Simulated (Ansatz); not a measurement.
Equation of state of NaH

```
Na H
1.0
     0.00000    2.41556    2.41556
     2.41556    0.00000    2.41556
     2.41556    2.41556    0.00000
Na H
1 1
Cartesian
  0.0000 0.0000 0.0000
  2.4156 2.4156 2.4156
```

The cell was built from the rocksalt type and relaxed in the same program, and has space group Fm-3m; it needn't be a known or the stable phase.

Methods: DFT, PBE, all-electron LAPW, scalar-relativistic (Ansatz 0.2.0); DFT, PBE, PAW with Ansatz's default frozen-core files, scalar-relativistic (Ansatz 0.2.0).

For LAPW: a Γ-centred 12×12×12 k mesh, Fermi–Dirac smearing of 0.08 eV, basis error target 0.5 meV/atom, no spin polarisation. PAW takes a cutoff of 420 eV at this cell. The Ansatz runs share mesh, smearing and spin set-up. Plane-wave (PAW) pressures include the program's estimate of the Pulay term.

The cell above is scaled evenly, with fractional coordinates and shape held.

(1) Estimate the equilibrium volume and bulk modulus that all-electron LAPW gives for this fixed shape.

## Answers

(1) V0 = 14.11 Å³/atom, B0 = 23 GPa, B0′ = 3.7, from a third-order Birch–Murnaghan fit to these pressures:
| V/V(cell) | V (Å³/atom) | P, LAPW (GPa) | P, PAW (GPa) | gap on the k mesh, LAPW (eV) | free energy over the lowest listed, PAW (meV/atom) |
| --- | --- | --- | --- | --- | --- |
| 0.9405 | 13.256 | 1.63 | 1.61 | 3.87 | 4.1 |
| 0.9800 | 13.813 | 0.52 | 0.50 | 3.80 | 0.4 |
| 1.0000 | 14.095 | 0.03 | 0.01 | 3.76 | 0.0 |
| 1.0200 | 14.376 | -0.41 | -0.43 | 3.73 | 0.4 |
| 1.0600 | 14.940 | -1.19 | -1.21 | 3.67 | 3.3 |
